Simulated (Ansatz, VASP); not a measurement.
## TiCo: VASP beside Ansatz

```
Ti Co
1.0
     2.98611    0.00000    0.00000
     0.00000    2.98611    0.00000
     0.00000    0.00000    2.98611
Ti Co
1 1
Direct
  0.00000 0.00000 0.00000
  0.50000 0.50000 0.50000
```

The cell comes from a database or a generator and needn't be the stable form of this composition.

Alike in both runs: task single point; functional PBEsol; k mesh 12 × 12 × 12; occupations gaussian, width 0.05 eV; collinear spin.

|  | VASP | Ansatz |
| --- | --- | --- |
| version | VASP 6.6.1 | Ansatz 0.2.0 |
| potentials or method | VASP PAW PBE potentials, release 64 (Ti_sv, Co) | scalar-relativistic, plane waves, PAW |
| plane-wave cutoff (eV) | 520 | 420 |
| valence electrons in the cell | 21 | 29 |

```csv
,VASP,Ansatz,Ansatz less VASP
gap on the k mesh at the Fermi level (eV),none,none,-
pressure (GPa),-8.4,-7.9,+0.52
net moment per atom (μB),0.37,0.39,+0.022
size of the moment on the site where the two differ most (μB),0.79,0.85,+0.054
```

Site moments also hang on the region over which each program counts them. A gap of «none» marks a metal or a gap that the smearing closes. The functional is the same, so the differences come from potentials, cutoffs and numerics. The two sets of potentials don't hold the same shells in valence.

Caveats: the PAW data sets were made with another functional, which shifts forces and pressure a little (VASP).
